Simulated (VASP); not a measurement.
## KBr: single point with PBE

Crystal: KBr.

```
K Br
1.0
     0.00000    3.29454    3.29454
     3.29454    0.00000    3.29454
     3.29454    3.29454    0.00000
K Br
1 1
Cartesian
  0.0000 0.0000 0.0000
  3.2945 3.2945 3.2945
```

The cell is a database's computed one.

```json
{"Program": "VASP 6.6.1", "Task": "single point", "Functional": "PBE", "Potentials or basis": "VASP PAW PBE potentials, release 64 (K_sv, Br)", "Cutoff": "520 eV", "k mesh": "6 × 6 × 6", "Occupations": "gaussian, width 0.1 eV", "Spin": "no spin polarisation"}
```

The pressure is 0.8 GPa and the band gap on the k mesh is 4.45 eV, direct.

Levels at points of the mesh, in eV from the valence-band top:
```csv
k point,band 6,band 7,band 8,band 9,band 10,band 11
"(0.00, 0.00, 0.00)",0.00,0.00,0.00,4.45,7.61,7.61
"(0.50, 0.00, 0.00)",-1.19,-0.34,-0.34,6.60,8.25,9.78
"(0.50, 0.50, 0.00)",-0.82,-0.29,-0.29,5.86,7.22,9.38
```

Run time: 12 s on 1 thread of Intel(R) Xeon(R) Platinum 8488C (Sapphire Rapids), on a shared host, peak memory 0.21 GiB.

Expect the measured gap to be larger: semilocal functionals such as PBE lack the derivative discontinuity.
